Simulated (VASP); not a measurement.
# Sm (I4/mmm) in VASP: notebook, part 2 of 2

VASP 6.6.1.

## Step 4: Single point, PBE, collinear spin, ferromagnetic start

Contents of INCAR:

```
SYSTEM = Sm
PREC = Accurate
ENCUT = 460
EDIFF = 1E-6
ISMEAR = 1
SIGMA = 0.4
LREAL = .False.
LASPH = .True.
NELM = 100
ALGO = Normal
ISIF = 2
LWAVE = .False.
LCHARG = .False.
ISPIN = 2
MAGMOM = 5
LORBIT = 11
LMAXMIX = 6
GGA = PE
ADDGRID = .False.
```

Contents of KPOINTS:

```
regular mesh
0
Gamma
  9 9 9
  0 0 0
```

Contents of POSCAR:

```
Sm
1.0
   -1.8424340000      1.8281900000      2.5309280000
    1.8521830000     -1.8921630000      2.5832430000
    1.7732950000      1.8230240000     -2.5763240000
Sm
1
Direct
    0.0008670000     -0.0165060000      0.0081580000
```

On the command line:

```console
$ cat potpaw_PBE.64/Sm/POTCAR > POTCAR
$ mpirun -np 1 vasp_std > vasp.out
```

Wall time 7 min (1 thread of Intel Xeon Platinum 8488C (Sapphire Rapids), shared host); peak memory 0.41 GiB.

The run converged, but some of its settings lie outside the range that counts as converged, so its numbers aren't taken as properties of the crystal.

What came out:

```
Free energy                                           : -9.2991 eV
Pressure                                              : 2.3 GPa
Band gap on the k mesh                                : none (metal or under the smearing width)
Net moment                                            : 6.54 μB per cell
Site moments                                          : Sm +5.70 μB
Valence electrons inside the program's atomic spheres : Sm 13.66
```

Caveat: the magnetic or orbital state may not be the lowest; spin-orbit coupling is left out, which moves the levels of the heavy elements.

## Step 5: Single point, PBE, collinear spin, ferromagnetic start

INCAR: that of step 4 with these lines changed.

```diff
@@ -5,3 +5,3 @@
 ISMEAR = 1
-SIGMA = 0.4
+SIGMA = 0.1
 LREAL = .False.
```

KPOINTS is that of step 4.

Contents of POSCAR:

```
Sm
1.0
   -1.8173030691      1.8173030691      2.5609871902
    1.8173030691     -1.8173030691      2.5609871902
    1.8173030691      1.8173030691     -2.5609871902
Sm
1
Direct
    0.0000000000      0.0000000000      0.0000000000
```

Potentials or basis: VASP PAW PBE potentials, release 64 (Sm).

On the command line:

```console
$ cat potpaw_PBE.64/Sm/POTCAR > POTCAR
$ mpirun -np 1 vasp_std > vasp.out
```

OUTCAR:

```text
SYSTEM = Sm
   PREC = Accurate
   ENCUT = 460
   EDIFF = 1E-6
   ISMEAR = 1
   LREAL = .False.
   LASPH = .True.
   NELM = 100
   ISIF = 2
   ISPIN = 2
   LORBIT = 11
   GGA = PE

 Found     75 irreducible k-points:

 Following reciprocal coordinates:
            Coordinates               Weight
  0.000000  0.000000  0.000000      1.000000
  0.111111 -0.000000  0.000000      8.000000
  0.222222 -0.000000  0.000000      8.000000
  0.333333  0.000000  0.000000      8.000000
  0.444444 -0.000000  0.000000      8.000000
  0.111111  0.111111  0.000000      8.000000
   k-points           NKPTS =     75   k-points in BZ     NKDIM =     75   number of bands    NBANDS=     15
   number of dos      NEDOS =    301   number of ions     NIONS =      1
   total plane-waves  NPLWV =  21952
[... 302 lines left out ...]
  Total        0.5217933      0.5217933      0.5370708      0.0000000      0.0000000      0.0000000
  in kB       24.7108101     24.7108101     25.4343108      0.0000000      0.0000000      0.0000000
  external PRESSURE =      24.9519770 kB  Pullay stress =       0.0000000 kB

 VOLUME and BASIS-vectors are now :
 -----------------------------------------------------------------------------
  energy-cutoff  :      460.00
  volume of cell :       33.83
      direct lattice vectors                 reciprocal lattice vectors
    -1.817303069  1.817303069  2.560987190     0.000000000  0.275132975  0.195237212
     1.817303069 -1.817303069  2.560987190     0.275132975  0.000000000  0.195237212
     1.817303069  1.817303069 -2.560987190     0.275132975  0.275132975  0.000000000

 POSITION                                       TOTAL-FORCE (eV/Angst)
 -----------------------------------------------------------------------------------
      0.00000      0.00000      0.00000         0.000000     -0.000000      0.000000
 -----------------------------------------------------------------------------------
    total drift:                               -0.000000     -0.000000      0.000000

  FREE ENERGIE OF THE ION-ELECTRON SYSTEM (eV)
  ---------------------------------------------------
  free  energy   TOTEN  =        -9.2813651299 eV

  energy  without entropy=       -9.2733579672  energy(sigma->0) =       -9.27869608

 total charge

# of ion       s       p       d       f       tot
--------------------------------------------------
    1        2.080   5.611   0.464   5.513  13.668

 magnetization (x)

# of ion       s       p       d       f       tot
--------------------------------------------------
    1       -0.000  -0.055   0.280   5.507   5.732
```

OSZICAR:

```text
N       E                     dE             d eps       ncg     rms          rms(c)
DAV:   1     0.896491255345E+02    0.89649E+02   -0.53966E+03  5256   0.389E+03
DAV:   2     0.413350552003E+01   -0.85516E+02   -0.78660E+02  5937   0.267E+02
[... 14 lines left out ...]
DAV:  17    -0.928108453125E+01    0.81380E-03   -0.26823E-03  6779   0.700E-01    0.573E-01
DAV:  18    -0.928135616669E+01   -0.27164E-03   -0.14404E-03  8385   0.508E-01    0.371E-01
DAV:  19    -0.928139004287E+01   -0.33876E-04   -0.10104E-04  7936   0.263E-01    0.220E-01
DAV:  20    -0.928137245800E+01    0.17585E-04   -0.45429E-05  7734   0.150E-01    0.167E-01
DAV:  21    -0.928136457718E+01    0.78808E-05   -0.53126E-05  8091   0.145E-01    0.113E-01
DAV:  22    -0.928136512987E+01   -0.55270E-06   -0.89670E-06  6522   0.782E-02
   1 F= -.92813651E+01 E0= -.92786961E+01  d E =-.800716E-02  mag=     6.6351
```

Run time: 1.7 min. Hardware: 1 thread of Intel Xeon Platinum 8488C (Sapphire Rapids), shared host; peak memory 0.22 GiB.

The run converged, but some of its settings lie outside the range that counts as converged, so its numbers aren't taken as properties of the crystal.

What came out:

```
Free energy                                           : -9.2814 eV
Pressure                                              : 2.5 GPa
Band gap on the k mesh                                : none (metal or under the smearing width)
Net moment                                            : 6.63 μB per cell
Site moments                                          : Sm +5.73 μB
Valence electrons inside the program's atomic spheres : Sm 13.67
```

Caveat: the magnetic or orbital state may not be the lowest; spin-orbit coupling is left out, which moves the levels of the heavy elements.

## Step 6: The reference run

An earlier run on the cell as given: functional PBE; potentials or basis VASP PAW PBE potentials, release 64 (Sm); cutoff 520 eV; k mesh 10 × 10 × 10; occupations fermi-dirac, width 0.05 eV; collinear spin, ferromagnetic start; starting moments [5.0] μB.

- Pressure: 2.8 GPa
- Band gap on the k mesh: none (metal or under the smearing width)
- Net moment: 6.56 μB per cell
- Site moments: Sm +5.71 μB
- Valence electrons inside the program's atomic spheres: Sm 13.66
